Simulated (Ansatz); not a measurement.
**HfO₂ films: biaxial stress and wafer bow**

Plane-wave DFT in Ansatz, PBE, scalar-relativistic PAW potentials, cutoff 420 eV, no spin-orbit coupling; no spin polarisation. HfO₂ in space group P4_2/nmc, a structure that wasn't matched to a measured phase, strained equally along a and b of the conventional cell, with c and the atoms relaxed within the symmetry (a film with c along the normal). Stress is the in-plane mean, tension positive.

| strain (%) | stress (GPa) | E − E(0) (meV/atom) |
| --- | --- | --- |
| -4.5 | -27.88 | 85.2 |
| -3.0 | -17.99 | 37.1 |
| -1.5 | ? | 9.0 |
| +0.0 | -0.02 | 0.0 |
| +1.5 | 7.88 | 8.6 |
| +3.0 | 15.03 | 33.5 |
| +4.5 | 21.44 | 73.4 |

Fit the stress, get the biaxial modulus and predict the missing row.

A parabola through the given rows is σ = -0.03 + 5.488 ε -0.1583 ε² GPa (ε in %), so M = dσ/dε = 549 GPa at zero. It predicts -8.62 GPa at -1.5 %; the run gave -8.66 GPa. The miss is 0.04 GPa, so the fit holds. The negative square term means that the film is stiffer in compression than in tension. The energies check it: E/V = Mε² at small strain, and a cubic fit with V = 11.40 Å³/atom gives M = 551 GPa, in agreement.

How much does a 100 nm film at -0.3 % strain bow a 300 mm Si(001) wafer 775 μm thick?

The fit, without its small constant, gives σ = -1.66 GPa. Stoney's formula, κ = 6σt_f/(M_s t_s²) with M_s = 180.5 GPa for Si(001) (literature), gives |κ| = 9.19×10⁻³ m⁻¹ and a bow κr²/2 = 103.4 μm at r = 150 mm, with the film side convex (compression pushes the centre up). This assumes a single-crystal or fully textured, unrelaxed film at 0 K.

Cost: about 4.4 core-minutes for the runs cited, on Arm Neoverse V2 (shared hosts).

This form isn't the usual stable structure of the compound.